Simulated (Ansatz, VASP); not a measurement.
## One calculation of Sb, two programs

Contents of INCAR:

```
SYSTEM = Sb
PREC = Accurate ; ENCUT = 520
EDIFF = 1E-6 ; ISMEAR = 0
SIGMA = 0.15 ; LREAL = .False.
LASPH = .True. ; NELM = 100
ALGO = Normal ; ISIF = 2
LWAVE = .False. ; LCHARG = .False.
GGA = PS ; NBANDS = 8
```

File KPOINTS:

```
regular mesh
0
Gamma
  16 16 16
  0 0 0
```

The input POSCAR:

```
Sb
1.0
    3.1600000000      0.0000000000      0.0000000000
    0.0000000000      2.6860000000      0.0000000000
    0.0000000000      0.0000000000      3.1600000000
Sb
1
Direct
    0.0000000000      0.0000000000      0.0000000000
```

Input for Ansatz:

```yaml
crystal:
  lattice:
    - [3.16, 0.0, 0.0]
    - [0.0, 2.686, 0.0]
    - [0.0, 0.0, 3.16]
  atoms:
    - { symbol: Sb, position: [0.0, 0.0, 0.0] }
basis:
  ecutwfc: 420
kpoints:
  mp_grid: { grid: [16, 16, 16] }
hamiltonian:
  xc: pbesol
scf:
  occupations: { method: gaussian, width: 0.15 }
output:
  forces: true
  stress: true
  eigenvalues: true
  write_density: true
  write_potential: true
  elf: true
  volumetric_format: npy
```

Change from the starting cell: strain -0.1500 x Voigt [0, 1, 0, 0, 0, 0], atoms carried along.

Alike in both runs: task single point; functional PBEsol; k mesh 16 × 16 × 16; occupations gaussian, width 0.15 eV; no spin polarisation.

|  | VASP | Ansatz |
| --- | --- | --- |
| version | VASP 6.6.1 | Ansatz 0.2.0 |
| potentials or method | VASP PAW PBE potentials, release 64 (Sb) | scalar-relativistic, plane waves, PAW |
| plane-wave cutoff (eV) | 520 | 420 |
| valence electrons in the cell | 5 | 15 |

Ansatz gave:

* gap on the k mesh at the Fermi level (eV): none
* pressure (GPa): 9.6
* largest component of the traceless stress (GPa): 24.99

Q: What did VASP give for the same quantities?

A: gap on the k mesh at the Fermi level (eV): none; pressure (GPa): 10.0; largest component of the traceless stress (GPa): 25.42.

A gap of «none» marks a metal or a gap that the smearing closes. The two sets of potentials don't hold the same shells in valence.

Caveats: the PAW data sets were made with another functional, which shifts forces and pressure a little (VASP). Spin-orbit coupling is left out, which matters for the levels of Sb.
